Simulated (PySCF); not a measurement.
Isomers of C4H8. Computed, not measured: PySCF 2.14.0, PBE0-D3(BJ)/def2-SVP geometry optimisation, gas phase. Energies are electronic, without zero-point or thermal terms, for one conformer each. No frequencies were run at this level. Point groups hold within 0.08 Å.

Question: Order them by energy at this level, lowest first, and give relative energies in kcal/mol.
A. `C=C(C)C`
B. `C/C=C/C`
C. `C1CCC1` (cyclobutane)
D. `[CH2:1]=[CH:2][CH2:3][CH3:4]` with C1–C2–C3–C4 119°
E. `C/C=C\C`
F. `CC1CC1` (methylcyclopropane)

Answer: A (0.0), B (0.5), E (1.3), C (4.0), D (4.0), F (4.0).

As drawn, the lowest has a C=C bond outside aromatic rings, which the highest lacks; the highest has a three-membered ring, which the lowest lacks. Neighbours under 2.5 kcal/mol apart (C=C(C)C and C/C=C/C; C/C=C/C and C/C=C\C; C1CCC1 and C=CCC; C=CCC and CC1CC1) can change places with a better method, another conformer or zero-point energy. C/C=C/C and C/C=C\C are stereoisomers, 0.8 kcal/mol apart in the conformers taken.

```tsv
SMILES	E (Eh)	E rel (kcal/mol)	dipole (D)	point group	A, B, C (MHz)
C=C(C)C	-156.91897	0.0	0.60	C2v	9131, 8418, 4633
C/C=C/C	-156.91818	0.5	0.01	–	34652, 3725, 3510
C/C=C\C	-156.91689	1.3	0.24	C2v	16325, 5093, 4079
C1CCC1	-156.91266	4.0	0.00	D2d	10762, 10760, 6398
C=CCC	-156.91253	4.0	0.39	C1	22563, 4149, 4062
CC1CC1	-156.91253	4.0	0.14	Cs	15666, 6350, 5582
```

How do the relative energies change in single points at CAM-B3LYP/def2-SVPD (no added dispersion term) on the same geometries?

```csv
SMILES,PBE0-D3(BJ)/def2-SVP (kcal/mol),CAM-B3LYP/def2-SVPD (kcal/mol),shift
C=C(C)C,0.0,0.0,0.0
C/C=C/C,0.5,0.7,+0.2
C/C=C\C,1.3,1.8,+0.5
C1CCC1,4.0,7.1,+3.1
C=CCC,4.0,3.8,-0.2
CC1CC1,4.0,6.8,+2.8
```

Each column counts from its own lowest isomer. The lowest isomer stays, but the order above it changes; the largest shift is 3.1 kcal/mol.

As an exercise, what shares would exp(−E/RT) give at 1000 K from these electronic energies alone (no entropy, no degeneracies)?

RT = 1.987 kcal/mol: C=C(C)C 37.1 %, C/C=C/C 28.9 %, C/C=C\C 19.2 %, C1CCC1 5.1 %, C=CCC 4.9 %, CC1CC1 4.9 %.
